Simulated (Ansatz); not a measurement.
## KF at 7.4 GPa: from Born charge to LO–TO splitting and polaron coupling

The calculation used DFT PBEsol, scalar-relativistic, plane waves, PAW in Ansatz. Plane waves to 420 eV; Γ-centred k mesh 8×8×8; fixed occupations. No spin polarisation. Phonons by linear response, acoustic sum rule imposed.

The cell is fixed (symmetry leaves no force on the atoms) and stands under 7.4 GPa:
```cif
data_structure
_symmetry_space_group_name_H-M 'Pm-3m'
_symmetry_Int_Tables_number 221
_cell_length_a 3.0361
_cell_length_b 3.0361
_cell_length_c 3.0361
_cell_angle_alpha 90.000
_cell_angle_beta 90.000
_cell_angle_gamma 90.000
_cell_volume 27.99
loop_
_atom_site_label
_atom_site_type_symbol
_atom_site_symmetry_multiplicity
_atom_site_Wyckoff_symbol
_atom_site_fract_x
_atom_site_fract_y
_atom_site_fract_z
_atom_site_occupancy
K1 K 1 a 0.00000 0.00000 0.00000 1
F1 F 1 b 0.50000 0.50000 0.50000 1
```

The cell is the ideal cubic caesium chloride prototype; this isn't the usual structure of the compound.

Linear response gives ν_TO = 220.2 cm⁻¹, Born charges ±1.203 e (positive on K) and ε∞ = 2.343. The primitive cell holds 27.986 Å³, and the masses are 39.098 and 18.998 amu.

**Question.** Find ν_LO and the static dielectric constant.

**Answer.** The long-wave field adds a restoring force: ω_LO² − ω_TO² = Z*²e²/(ε_vac ε∞ μV). In these units ν_LO² − ν_TO² = 4.92064×10⁷ Z*²/(μ V ε∞) cm⁻², with μ = m₁m₂/(m₁ + m₂) = 12.786 amu: 84960 cm⁻². So ν_LO = √(220.2² + 84960) = 365.3 cm⁻¹, and the run gives 365.3. Lyddane–Sachs–Teller then gives ε0 = ε∞ (ν_LO/ν_TO)² = 6.45, against 6.45 in the run (it forms both from the same three quantities, so the match checks the arithmetic only). Between ν_TO and ν_LO the dielectric function is negative and an undamped crystal reflects fully: a reststrahlen band from 27.4 to 45.4 μm.

**Question.** What do the Clausius–Mossotti polarisability and the Szigeti charge come to?

**Answer.** With the Lorentz local field, α = (3V/4π)(ε∞ − 1)/(ε∞ + 2) = 2.07 Å³ for the pair, and e_S = 3Z*/(ε∞ + 2) = 0.83 e. The Born charge includes the electrons' response to the dipole's own local field, and e_S takes that enhancement out. The Lorentz field assumes point-like polarisable ions, a fair picture at this small ε∞.

**Question.** How strongly does a slow electron couple to the LO mode?

**Answer.** For one isotropic parabolic band, Fröhlich's constant is α_F = (1/ε∞ − 1/ε0) √(m* Ry/ħω_LO), with Ry = 13.606 eV, ħω_LO = 45.3 meV and m* in free-electron masses: α_F = 0.2717 × 17.33 × √m* = 4.71 √m*. The band mass isn't part of this run; for m* = 0.1, 0.3 and 1 it gives 1.49, 2.58, 4.71. In weak coupling the polaron lies α_F ħω_LO below the band edge (117 meV at m* = 0.3) with a mass m*(1 + α_F/6); past α_F of about 5 or 6 that expansion fails. A semilocal functional's ε∞ tends to be too large, which taken alone lowers α_F.